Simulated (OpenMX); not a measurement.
# PbS under changes of volume

One of the cells (26.664 Å³/atom); the others are scaled copies at fixed shape and fractional positions:

```
Pb S
1.0
     2.07995   -5.99130    0.00000
     2.07995    5.99130    0.00000
     0.00000    0.00000    4.27932
Pb S
2 2
Direct
  0.13056 0.86944 0.25000
  0.86944 0.13056 0.75000
  0.35480 0.64520 0.25000
  0.64520 0.35480 0.75000
```

Measurements of this composition are mostly on another form, of space group No. 225.

| Property | Result |
| --- | --- |
| Program | OpenMX 3.8.5 |
| Functional | LDA |
| Potentials or basis | OpenMX 2013 LDA set, Pb8.0-s3p2d2f1, S7.0-s2p2d1f1, fixed grid of 54 × 54 × 56 points |
| k mesh | 7 × 7 × 7 |
| Occupations | fermi-dirac, width 0.05 eV |
| Spin | no spin polarisation |

```tsv
volume (Å³/atom)	energy over the lowest point (meV/atom)	gap on the mesh (eV)	largest force (eV/Å)
25.064	0.00	0.90	0.400
25.597	?	?	?
26.130	5.18	0.98	0.119
26.664	13.48	1.02	0.036
27.197	25.06	1.05	0.128
27.730	39.55	1.07	0.245
28.263	56.64	1.09	0.344
```

Problem. What does the run at 25.597 Å³/atom give?

Solution. Energy over the lowest point 0.53 meV/atom; gap on the mesh 0.95 eV; largest force 0.256 eV/Å.

Worked out: A Birch-Murnaghan fit of order 3 (a polynomial in V^(-2/3)) to the other rows has its minimum at 25.26 Å³/atom with B0 = V·E''(V) = 63 GPa and B' = 4.4 at fixed shape and positions, which overstates the stiffness. It gives 0.54 meV/atom at 25.597 Å³/atom, against the run's 0.53. A parabola through the other rows of the gap, of slope 2.04 eV per unit of ln V there, gives 0.94 eV, against the run's 0.95.

Energies are extrapolated to zero smearing.

Caveats: the basis has few d functions beyond the semicore shells, which can make volumes several per cent too large; spin-orbit coupling is left out, which as a rule narrows the gap of such compounds by several tenths of an eV; an odd mesh through Γ misses points on the zone boundary, where band edges often lie; the basis of atomic orbitals isn't converged, which shifts pressures, moduli and gaps.
